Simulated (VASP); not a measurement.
# Cr (R-3m) in VASP: a series of runs, part 2 of 2

VASP 6.6.1. Earlier steps stand in the parts before.

**4. Single point, PBE**

This run uses another cell than the first one, of the same volume but with other edges.

Input file INCAR:

```
SYSTEM = Cr
ALGO = Fast
EDIFF = 1E-6
ENCUT = 520
GGA = PE
ISIF = 2
ISMEAR = 0
LASPH = .True.
LCHARG = .True.
LELF = .True.
LREAL = .False.
LVHAR = .True.
LWAVE = .False.
NBANDS = 12
NELM = 100
PREC = Accurate
SIGMA = 0.15
```

Input file KPOINTS:

```
k-points
0
Gamma
  24 24 24
  0 0 0
```

Input file POSCAR:

```
Cr
1.0
    0.9736059785      2.4340149464      2.4340149464
    2.4340149464      0.9736059785      2.4340149464
    2.4340149464      2.4340149464      0.9736059785
Cr
1
Direct
    0.0000000000      0.0000000000      0.0000000000
```

Potentials or basis: VASP PAW PBE potentials, release 64 (Cr_pv).

Started as:

```console
$ cat potpaw_PBE.64/Cr_pv/POTCAR > POTCAR
$ mpirun -np 1 vasp_std > vasp.out
```

OUTCAR:

```text
SYSTEM = Cr
   EDIFF = 1E-6
   ENCUT = 520
   GGA = PE
   ISIF = 2
   ISMEAR = 0
   LASPH = .True.
   LREAL = .False.
   NELM = 100
   PREC = Accurate

 ion  position               nearest neighbor table
   1  0.000  0.000  0.000-

  LATTYP: Found a trigonal (rhomboedric) cell.
 ALAT       =     3.5772567870
 COS(alpha) =     0.8333333333

  Lattice vectors:

 A1 = (   0.9736059785,   2.4340149464,   2.4340149464)
 A2 = (   2.4340149464,   0.9736059785,   2.4340149464)
 A3 = (   2.4340149464,   2.4340149464,   0.9736059785)

Analysis of symmetry for initial positions (statically):
=====================================================================
 Subroutine PRICEL returns:
 Original cell was already a primitive cell.

 Routine SETGRP: Setting up the symmetry group for a
 trigonal (rhombohedral) supercell.

 Subroutine GETGRP returns: Found 12 space group operations
 (whereof 12 operations were pure point group operations)
 out of a pool of 12 trial point group operations.

The static configuration has the point symmetry D_3d.

Analysis of symmetry for dynamics (positions and initial velocities):
=====================================================================
 Subroutine PRICEL returns:
 Original cell was already a primitive cell.

 Routine SETGRP: Setting up the symmetry group for a
 trigonal (rhombohedral) supercell.

 Subroutine GETGRP returns: Found 12 space group operations
 (whereof 12 operations were pure point group operations)
 out of a pool of 12 trial point group operations.

The dynamic configuration has the point symmetry D_3d.

 Subroutine INISYM returns: Found 12 space group operations
 (whereof 12 operations are pure point group operations),
 and found     1 'primitive' translations

----------------------------------------------------------------------------------------

                                     Primitive cell

  volume of cell :      12.4590

  direct lattice vectors                    reciprocal lattice vectors
     0.973605978  2.434014946  2.434014946    -0.399431492  0.285308209  0.285308209
     2.434014946  0.973605978  2.434014946     0.285308209 -0.399431492  0.285308209
     2.434014946  2.434014946  0.973605978     0.285308209  0.285308209 -0.399431492

  length of vectors
     3.577256787  3.577256787  3.577256787     0.567756167  0.567756167  0.567756167

  position of ions in fractional coordinates (direct lattice)
     0.000000000  0.000000000  0.000000000

  ion indices of the primitive-cell ions
   primitive index   ion index
                 1           1

----------------------------------------------------------------------------------------

 KPOINTS: k-points

Automatic generation of k-mesh.
 Grid dimensions read from file:
 generate k-points for:   24   24   24

 Generating k-lattice:

  Cartesian coordinates                     Fractional coordinates (reciprocal lattice)
    -0.016642979  0.011887842  0.011887842     0.041666667  0.000000000  0.000000000
     0.011887842 -0.016642979  0.011887842     0.000000000  0.041666667  0.000000000
     0.011887842  0.011887842 -0.016642979     0.000000000  0.000000000  0.041666667

  Length of vectors
     0.023656507  0.023656507  0.023656507

  Shift w.r.t. Gamma in fractional coordinates (k-lattice)
     0.000000000  0.000000000  0.000000000

 Subroutine IBZKPT returns following result:
 ===========================================

 Found   1313 irreducible k-points:

 Following reciprocal coordinates:
            Coordinates               Weight
  0.000000  0.000000  0.000000      1.000000
  0.041667  0.000000  0.000000      6.000000
  0.083333  0.000000  0.000000      6.000000
  0.125000  0.000000  0.000000      6.000000
  0.166667  0.000000 -0.000000      6.000000
  0.208333  0.000000 -0.000000      6.000000
[... 16 lines left out ...]
  0.416667  0.041667 -0.000000     12.000000
  0.458333  0.041667  0.000000     12.000000
 [... further k-points ...]
   k-points           NKPTS =   1313   k-points in BZ     NKDIM =   1313   number of bands    NBANDS=     12
   number of dos      NEDOS =    301   number of ions     NIONS =      1
   total plane-waves  NPLWV =  21952
   dimension x,y,z NGX =    28 NGY =   28 NGZ =   28
   dimension x,y,z NGXF=    56 NGYF=   56 NGZF=   56
   ions per type =               1
   NGX,Y,Z   is equivalent  to a cutoff of  13.01, 13.01, 13.01 a.u.
   NGXF,Y,Z  is equivalent  to a cutoff of  26.02, 26.02, 26.02 a.u.
 SYSTEM =  Cr
   PREC   = accura    normal or accurate (medium, high low for compatibility)
   ISTART =      0    job   : 0-new  1-cont  2-samecut
   ICHARG =      2    charge: 1-file 2-atom 10-const
   ISPIN  =      1    spin polarized calculation?
   LNONCOLLINEAR =      F non collinear calculations
   LSORBIT =      F    spin-orbit coupling
   LASPH  =      T    aspherical Exc in radial PAW
   ENCUT  =  520.0 eV  38.22 Ry    6.18 a.u.   6.65  6.65  6.65*2*pi/ulx,y,z
   NELM   =    100;   NELMIN=  2; NELMDL= -5     # of ELM steps
   EDIFF  = 0.1E-05   stopping-criterion for ELM
   LREAL  =      F    real-space projection
   EDIFFG = 0.1E-04   stopping-criterion for IOM
   NSW    =      0    number of steps for IOM
   IBRION =     -1    ionic relax: 0-MD 1-quasi-New 2-CG
   NFREE  =      0    steps in history (QN), initial steepest desc. (CG)
   ISIF   =      2    stress and relaxation
   ISYM   =      2    0-nonsym 1-usesym 2-fastsym
   POTIM  = 0.5000    time-step for ionic-motion
   TEBEG  =    0.0;   TEEND  =   0.0 temperature during run
   PSTRESS=    0.0 pullay stress
   NELECT =      12.0000    total number of electrons
   NUPDOWN=      -1.0000    fix difference up-down
   EMIN   =  10.00;   EMAX   =-10.00  energy-range for DOS
   EFERMI =   0.00;   METHOD = LEGACY
   ISMEAR =     0;   SIGMA  =   0.15  broadening in eV -4-tet -1-fermi 0-gaus
   EFERMI_NEDOS =   21; number of points for ismear=-14 and -15
   IALGO  =     68    algorithm
   IMIX   =      4    mixing-type and parameters
     AMIX     =   0.40;   BMIX     =  1.00
     AMIX_MAG =   1.60;   BMIX_MAG =  1.00
  volume/ion in A,a.u.               =      12.46        84.08
  Fermi-wavevector in a.u.,A,eV,Ry     =   1.616742  3.055200 35.563658  2.613855
  Thomas-Fermi vector in A             =   2.711279
   LORBIT       =      0    0 simple, 1 ext, 2 COOP (PROOUT), +10 PAW based schemes
   GGA     = PE    functional components
   LHFCALC =     F    Hartree Fock is set to
   AEXX    =    0.0000 exact exchange contribution
   IVDW    =     0    specifies the selected vdW correction
   LEPSILON=     F    determine dielectric tensor
   LRPA    =     F    only Hartree local field effects (RPA)
 non-spin polarized calculation
 RMM-DIIS sequential band-by-band and
 Gauss-broadening in eV      SIGMA  =   0.15
  energy-cutoff  :      520.00
  volume of cell :       12.46
 maximum number of plane-waves:       347
   NGX = 13   NGY = 13   NGZ = 13

 number of electron      11.9999997 magnetization

 Free energy of the ion-electron system (eV)
  ---------------------------------------------------
  ext. energy  EPLUGINS =         0.00000000
  ---------------------------------------------------
  free energy    TOTEN  =        -6.47429026 eV

  energy without entropy =       -6.46139670  energy(sigma->0) =       -6.46784348

 E-fermi :  10.1889     XC(G=0): -12.6542

 val. band max:       10.1887795609   @ k =  -0.2500  -0.2500   0.1667
 cond. band min:      10.1937736597   @ k =   0.4583   0.1250   0.0417
 fundamental gap:      0.0049940988
 Fermi energy:        10.1888778100

 k-point     1 :       0.0000    0.0000    0.0000
  band No.  band energies     occupation
      1     -33.3771      2.00000
      2     -31.2270      2.00000
      3     -31.2270      2.00000
      4       3.2499      2.00000
      5       5.6064      2.00000
      6       9.2925      2.00000
      7       9.2925      2.00000
      8      13.3397      0.00000
      9      13.3397      0.00000
     10      15.6938      0.00000
     11      18.0163      0.00000
     12      24.4118      0.00000
[... 331 lines left out ...]
 k-point    24 :       0.4583    0.0417    0.0000
  band No.  band energies     occupation
      1     -34.9698      2.00000
      2     -32.6789      2.00000
      3     -32.0999      2.00000
      4       4.3177      2.00000
      5       6.0889      2.00000
      6      10.6577      0.00001
      7      11.9273      0.00000
      8      14.0165      0.00000
      9      15.8039      0.00000
     10      18.0096      0.00000
     11      23.0649      0.00000
     12      23.6631      0.00000

 [... further k-points ...]
[... 5 lines left out ...]
  --------------------------------------------------------------------------------------
  -------------------------------------------------------------------------------------
  Total        6.3887188      6.3887188      6.3887188     -4.2414910     -4.2414910     -4.2414910
  in kB      821.5630288    821.5630288    821.5630288   -545.4383418   -545.4383418   -545.4383418
  external PRESSURE =     821.5630288 kB  Pullay stress =       0.0000000 kB

 VOLUME and BASIS-vectors are now :
 -----------------------------------------------------------------------------
  energy-cutoff  :      520.00
  volume of cell :       12.46
      direct lattice vectors                 reciprocal lattice vectors
     0.973605978  2.434014946  2.434014946    -0.399431492  0.285308209  0.285308209
     2.434014946  0.973605978  2.434014946     0.285308209 -0.399431492  0.285308209
     2.434014946  2.434014946  0.973605978     0.285308209  0.285308209 -0.399431492

 POSITION                                       TOTAL-FORCE (eV/Angst)
 -----------------------------------------------------------------------------------
      0.00000      0.00000      0.00000         0.000000      0.000000      0.000000
 -----------------------------------------------------------------------------------
    total drift:                               -0.000000     -0.000000     -0.000000

  FREE ENERGIE OF THE ION-ELECTRON SYSTEM (eV)
  ---------------------------------------------------
  free  energy   TOTEN  =        -6.4742902574 eV

  energy  without entropy=       -6.4613967007  energy(sigma->0) =       -6.46784348
```

OSZICAR:

```text
N       E                     dE             d eps       ncg     rms          rms(c)
DAV:   1     0.920984917582E+02    0.92098E+02   -0.72663E+03 31648   0.119E+03
DAV:   2    -0.537797948451E+01   -0.97476E+02   -0.92773E+02 32396   0.302E+02
DAV:   3    -0.694780161386E+01   -0.15698E+01   -0.15614E+01 34176   0.472E+01
DAV:   4    -0.695708457211E+01   -0.92830E-02   -0.92827E-02 33884   0.369E+00
DAV:   5    -0.695721589568E+01   -0.13132E-03   -0.13132E-03 34196   0.401E-01    0.149E+01
RMM:   6    -0.654773482373E+01    0.40948E+00   -0.40573E-01 33407   0.819E+00    0.623E+00
RMM:   7    -0.647481072423E+01    0.72924E-01   -0.11220E-01 33894   0.374E+00    0.176E+00
RMM:   8    -0.647476640114E+01    0.44323E-04   -0.13560E-02 35164   0.142E+00    0.678E-01
RMM:   9    -0.647432995602E+01    0.43645E-03   -0.12669E-03 36541   0.472E-01    0.130E-01
RMM:  10    -0.647428232392E+01    0.47632E-04   -0.41251E-04 36142   0.287E-01    0.290E-02
RMM:  11    -0.647429080165E+01   -0.84777E-05   -0.95639E-05 38205   0.118E-01    0.116E-02
RMM:  12    -0.647429034250E+01    0.45914E-06   -0.10132E-05 34741   0.433E-02    0.392E-03
RMM:  13    -0.647429025745E+01    0.85057E-07   -0.27620E-06 23396   0.207E-02
   1 F= -.64742903E+01 E0= -.64678435E+01  d E =-.128936E-01
```

Wall time 5.5 min (1 thread of Intel Xeon Platinum 8488C (Sapphire Rapids), shared host); peak memory 0.32 GiB.

What came out:

| Quantity | Value |
| --- | --- |
| Free energy | -6.4743 eV |
| Pressure | 82.2 GPa |
| Band gap on the k mesh | none (metal or under the smearing width) |

Stress tensor (GPa, compression positive):
```
 82.16 -54.54 -54.54
-54.54  82.16 -54.54
-54.54 -54.54  82.16
```

Caveat: a pressure of tens of GPa on the cell as given is suspect, and the run, the potentials or the cell itself is likely at fault; the run has no spin polarisation, though such a crystal can be magnetic. Spin polarisation is off, so any magnetic state and its effect on volume and gap are missing.
